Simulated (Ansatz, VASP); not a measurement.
Given: the input of a run of Ansatz 0.2.0 on Si.

The input input.yaml:

```yaml
crystal:
  lattice:
    - [-1.62691493, 1.62691493, 1.32032985]
    - [1.62691493, -1.62691493, 1.32032985]
    - [1.62691493, 1.62691493, -1.32032985]
  atoms:
    - { symbol: Si, position: [0.0, 0.0, 0.0] }
hamiltonian:
  xc: pbe
  pseudopotentials: { kind: paw }
kpoints:
  mp_grid: { grid: [13, 13, 13] }
scf:
  occupations: { method: gaussian, width: 0.012 }
output:
  forces: true
  stress: true
  eigenvalues: true
```

Potentials or basis: Ansatz PAW.

The run is started by

```bash
$ ansatz run input.yaml --threads 2 --pin off --max-ram 5632MiB --backend cpu --events-out ev --progress --plain --runs-dir out
```

Problem. Set up the same calculation for VASP 6.6.1. Potentials there: VASP PAW PBE potentials, release 64 (Si).

Solution. As run (the cutoff follows the program's own potentials):

Contents of INCAR:

```
PREC = Accurate
ENCUT = 520
EDIFF = 1E-6
ISMEAR = 0
SIGMA = 0.012
LREAL = False
LASPH = True
NELM = 100
ALGO = Normal
ISIF = 2
LWAVE = False
LCHARG = True
GGA = PE
LELF = True
LVHAR = True
NBANDS = 8
```

The input KPOINTS:

```
regular mesh
0
Gamma
  13 13 13
```

POSCAR

```
Si
1.0
   -1.6269149300      1.6269149300      1.3203298500
    1.6269149300     -1.6269149300      1.3203298500
    1.6269149300      1.6269149300     -1.3203298500
Si
1
Direct
    0.0000000000      0.0000000000      0.0000000000
```

Potentials or basis: VASP PAW PBE potentials, release 64 (Si).

The run is started by

```bash
$ cat potpaw_PBE.64/Si/POTCAR > POTCAR
$ mpirun -np 1 vasp_std > vasp.out
```

Both were run:

|  | VASP | Ansatz | Ansatz less VASP |
| --- | --- | --- | --- |
| gap on the k mesh at the Fermi level (eV) | none | none | - |
| pressure (GPa) | 3.3 | 3.4 | +0.04 |
| largest component of the traceless stress (GPa) | 3.08 | 3.05 | -0.022 |

A gap of «none» marks a metal or a gap that the smearing closes.
